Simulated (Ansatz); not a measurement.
**P: one atom moved over a plane**

All numbers below come from Ansatz 0.2.0, DFT PBEsol, scalar-relativistic, plane waves, PAW. Cutoff 420 eV, Γ-centred 18×18×18 k-points, Gaussian smearing of 0.15 eV. No spin polarisation. Energies are free energies at this smearing, counted from the undisturbed cell; pressure is positive in compression.

Reference structure (as given, not relaxed at this level; it stands at -0.8 GPa; this form isn't the usual structure):

```
CELL_PARAMETERS angstrom
-1.69151 2.51517 1.85894
1.69151 -2.51517 1.85894
1.69151 2.51517 -1.85894
ATOMIC_POSITIONS crystal
P 0.80331 0.05331 0.75000
P 0.19669 0.94669 0.25000
```

Atom 1 (P) is moved by p along (0.707, 0.707, 0.000) and q along (0.000, 0.000, 1.000) (Å), all else fixed. Points are written (p, q).

Energy above the undisturbed cell in eV/cell (a dash: not computed):

| p \ q | -0.600 | -0.300 | 0.000 | 0.300 | 0.600 |
| --- | --- | --- | --- | --- | --- |
| -0.600 | 0.52 | 0.44 | ? | 2.30 | 5.44 |
| -0.300 | 0.09 | – | 0.21 | – | 3.11 |
| 0.000 | ? | – | 0.00 | – | 2.34 |
| 0.300 | 0.09 | – | 0.21 | – | 3.11 |
| 0.600 | 0.52 | 0.44 | ? | 2.30 | 5.44 |

Task: Fill in the withheld energies.

Result: (-0.600, 0.000): 0.88; (0.000, -0.600): 0.06; (0.600, 0.000): 0.88.